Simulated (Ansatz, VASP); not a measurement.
## Two plane-wave programs on Co

```xyz
1
Lattice="0.0000 1.7567 1.7567 1.7567 0.0000 1.7567 1.7567 1.7567 0.0000" Properties=species:S:1:pos:R:3 pbc="T T T"
Co    0.0000    0.0000    0.0000
```

Alike in both runs: task electric field gradients; functional LDA; k mesh 18 × 18 × 18; occupations fermi-dirac, width 0.05 eV; collinear spin.

|  | VASP | Ansatz |
| --- | --- | --- |
| version | VASP 6.6.1 | Ansatz 0.2.0 |
| potentials or method | VASP PAW LDA potentials, release 64 (Co) | PAW with Ansatz's default frozen-core files, scalar-relativistic |
| plane-wave cutoff (eV) | 520 | 420 |
| valence electrons in the cell | 9 | 17 |

VASP gave:

- pressure (GPa): -17.6
- net moment per atom (μB): 1.59
- size of the moment on the site where the two differ most (μB): 1.59
- Vzz of the field gradient on the site that differs most (V/Å²): 0.0

Task: What did Ansatz give for the same quantities?

Result: Pressure (GPa): -17.0; net moment per atom (μB): 1.61; size of the moment on the site where the two differ most (μB): 1.66; Vzz of the field gradient on the site that differs most (V/Å²): 0.0.

Site moments also hang on the region over which each program counts them. The two sets of potentials don't hold the same shells in valence.

Caveats: so large a pressure means that the cell lies far from this level's equilibrium, or that cutoff or potentials fall short (VASP).
